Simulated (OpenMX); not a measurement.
# FeO (Wuestite) under changes of volume

One of the cells (10.013 Å³/atom); the others are scaled copies at fixed shape and fractional positions:

```
Fe O
1.0
     0.00000    2.15540    2.15540
     2.15540    0.00000    2.15540
     2.15540    2.15540    0.00000
Fe O
1 1
Direct
  0.00000 0.00000 0.00000
  0.50000 0.50000 0.50000
```

| Quantity | Value |
| --- | --- |
| Program | OpenMX 3.8.5 |
| Functional | PBE |
| Potentials or basis | OpenMX 2013 PBE set, Fe6.0H-s2p2d1, O6.0-s2p2, fixed grid of 35 × 35 × 35 points |
| k mesh | 11 × 11 × 11 |
| Occupations | fermi-dirac, width 0.05 eV |
| Spin | collinear spin, ferromagnetic start |
| Starting moments | [3.0, 0.0] μB |

```csv
volume (Å³/atom),energy over the lowest point (meV/atom),moment (μB per cell)
9.413,39.06,3.98
9.613,19.94,3.99
9.813,7.49,4.00
10.013,?,?
10.214,0.00,4.00
10.414,3.72,4.00
10.614,11.80,4.00
```

Problem. What does the run at 10.013 Å³/atom give?

Solution. Energy over the lowest point 1.08 meV/atom; moment 4.00 μB per cell.

Worked out: A Birch-Murnaghan fit of order 3 (a polynomial in V^(-2/3)) to the other rows has its minimum at 10.15 Å³/atom with B0 = V·E''(V) = 202 GPa and B' = 4.6. It gives 1.06 meV/atom at 10.013 Å³/atom, against the run's 1.08. A parabola through the other rows of the moment, of slope 0.0143 μB per Å³/atom there, gives 4.00 μB, against the run's 4.00.

Energies are extrapolated to zero smearing.

Caveats: the transition metal has a single d function, too few for pressures, volumes and moments; the basis of atomic orbitals isn't converged, which shifts pressures, moduli and gaps; a cell with one magnetic atom can't hold antiferromagnetic order, which such compounds often take.
